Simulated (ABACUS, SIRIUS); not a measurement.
Given: the input of a run of ABACUS 3.10.1 on Ge (Germanium). Atoms were shifted at random by some hundredths of an Å from the given cell, which wasn't relaxed again for these runs. 

Contents of INPUT:

```
INPUT_PARAMETERS
suffix              Ge
calculation         scf
basis_type          pw
pseudo_dir          ./
symmetry            1
dft_functional      pbesol
ecutwfc             79
pseudo_rcut         7
nspin               1
nbands              18
ks_solver           dav
smearing_method     fd
smearing_sigma      0.00367493
scf_thr             1e-08
scf_nmax            100
mixing_type         broyden
mixing_beta         0.7
cal_force           1
cal_stress          1
kpar                4
```

The input STRU:

```
ATOMIC_SPECIES
Ge 72.6300 Ge.upf

LATTICE_CONSTANT
1.8897261246

LATTICE_VECTORS
0.0000000000 2.8289100000 2.8289100000
2.8289100000 0.0000000000 2.8289100000
2.8289100000 2.8289100000 0.0000000000

ATOMIC_POSITIONS
Direct

Ge
0.0
2
0.7609660000 0.7332560000 0.7533390000 1 1 1
0.4934450000 0.4893950000 0.5101500000 1 1 1
```

The input KPT:

```
K_POINTS
0
Gamma
8 8 8 0 0 0
```

Potentials or basis: PseudoDojo NC SR 0.4.1 PBEsol standard, plane waves.

Launch:

```sh
$ OMP_NUM_THREADS=1 mpirun -np 4 abacus > log
```

Question: Translate it to SIRIUS 7.10.0. Potentials or basis there: PseudoDojo 0.4.1 PBEsol standard (scalar relativistic), cutoff 1078 eV.

Answer: As run (cutoffs and basis follow the program's own potentials, and thresholds, step limits or extra output files can differ):

sirius.json

```json
{
  "control": {
    "processing_unit": "cpu",
    "verbosity": 2,
    "num_bands_to_print": 22,
    "print_forces": true,
    "print_stress": true
  },
  "parameters": {
    "electronic_structure_method": "pseudopotential",
    "xc_functionals": ["XC_GGA_X_PBE_SOL", "XC_GGA_C_PBE_SOL"],
    "gk_cutoff": 8.9,
    "pw_cutoff": 17.8,
    "ngridk": [8, 8, 8],
    "shiftk": [0, 0, 0],
    "smearing": "fermi_dirac",
    "smearing_width": 0.0018374661,
    "num_bands": 22,
    "num_mag_dims": 0,
    "num_dft_iter": 100,
    "energy_tol": 1e-08,
    "density_tol": 1e-06
  },
  "iterative_solver": {
    "type": "davidson",
    "min_tolerance": 1e-09,
    "tolerance_scale": [0.1, 0.25]
  },
  "mixer": {
    "type": "anderson",
    "beta": 0.7,
    "max_history": 8
  },
  "settings": {
    "tol_ne": 1e-10,
    "pseudo_grid_cutoff": 6.5
  },
  "unit_cell": {
    "lattice_vectors": [
      [0.0, 0.707106781187, 0.707106781187],
      [0.707106781187, 0.0, 0.707106781187],
      [0.707106781187, 0.707106781187, 0.0]
    ],
    "lattice_vectors_scale": 7.5601949712,
    "atom_coordinate_units": "lattice",
    "atom_types": ["Ge"],
    "atom_files": {
      "Ge": "Ge.json"
    },
    "atoms": {
      "Ge": [
        [0.760966, 0.733256, 0.753339],
        [0.493445, 0.489395, 0.51015]
      ]
    }
  }
}
```

Potentials or basis: PseudoDojo 0.4.1 PBEsol standard (scalar relativistic).

Command:

```sh
$ upf_to_json Ge.upf
$ OMP_NUM_THREADS=1 sirius.scf --input=sirius.json --output=out.json --task=0
```

Both were run:

|  | ABACUS | SIRIUS |
| --- | --- | --- |
| Pressure | 0.8 GPa | 0.8 GPa |
| Largest force | 0.687 eV/Å | 0.687 eV/Å |

Pressure is positive in compression.
